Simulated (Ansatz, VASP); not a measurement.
This is a calculation of Os (Osmium) for VASP 6.6.1. 

Contents of INCAR:

```
SYSTEM = Os
PREC = Accurate
ENCUT = 600
EDIFF = 1E-7
ISMEAR = -1
SIGMA = 0.05
LREAL = .FALSE.
LASPH = .TRUE.
NELM = 100
ALGO = Normal
ISIF = 3
LWAVE = .FALSE.
LCHARG = .FALSE.
GGA = RP
IVDW = 12
IBRION = 2
NSW = 40
EDIFFG = -0.02
```

KPOINTS

```
Automatic mesh
0
G
  11 11 6
  0 0 0
```

POSCAR

```
Os
1.0
    2.7341000000      0.0000000000      0.0000000000
   -1.3670500000      2.3678000565      0.0000000000
    0.0000000000      0.0000000000      4.3197000000
Os
2
Direct
    0.6666666667      0.3333333333      0.7500000000
    0.3333333333      0.6666666667      0.2500000000
```

Potentials or basis: VASP PAW PBE potentials, release 64 (Os).

Command:

```bash
$ cat potpaw_PBE.64/Os/POTCAR > POTCAR
$ mpirun -np 1 vasp_std > vasp.out
```

Question: Translate it to Ansatz 0.2.0. Potentials or basis there: all-electron LAPW, scalar-relativistic.

Answer: As run (cutoffs and basis follow the program's own potentials, and thresholds, step limits or extra output files can differ):

input.yaml

```yaml
crystal:
  lattice:
    - [2.7341, 0.0, 0.0]
    - [-1.36705, 2.3678000565, 0.0]
    - [0.0, 0.0, 4.3197]
  atoms:
    - { symbol: Os, position: [0.6666666667, 0.3333333333, 0.75] }
    - { symbol: Os, position: [0.3333333333, 0.6666666667, 0.25] }
kpoints:
  mp_grid: { grid: [11, 11, 6] }
scf:
  occupations: { method: fermi_dirac, width: 0.05 }
hamiltonian:
  xc: rpbe
  dispersion: d3bj
  pseudopotentials: { kind: all_electron, lapw: { basis_error: 0.001 } }
output:
  forces: true
  stress: true
relax:
  f_tol: 0.01
  max_steps: 60
  cell: {}
```

Potentials or basis: all-electron LAPW, scalar-relativistic.

Command:

```sh
$ ansatz run input.yaml --threads 1 --pin off --max-ram 3072MiB --backend cpu --events-out ev --progress --plain --runs-dir out
```

Both were run:

|  | VASP | Ansatz |
| --- | --- | --- |
| Relaxed volume | 13.00 Å³/atom | 12.98 Å³/atom |
| Relaxed cell | a = 2.664 Å, b = 2.664 Å, c = 4.230 Å, α = 90.00°, β = 90.00°, γ = 120.00° | a = 2.662 Å, b = 2.662 Å, c = 4.228 Å, α = 90.00°, β = 90.00°, γ = 120.00° |
| Space group after relaxing | P6_3/mmc (No. 194) | P6_3/mmc (No. 194) |
| Pressure after relaxing | 0.0 GPa | 0.0 GPa |

VASP's potentials were made for PBE.

Where Ansatz's input types no cutoff or centring, it takes its own default and a Γ-centred mesh.

Pressure is positive in compression.
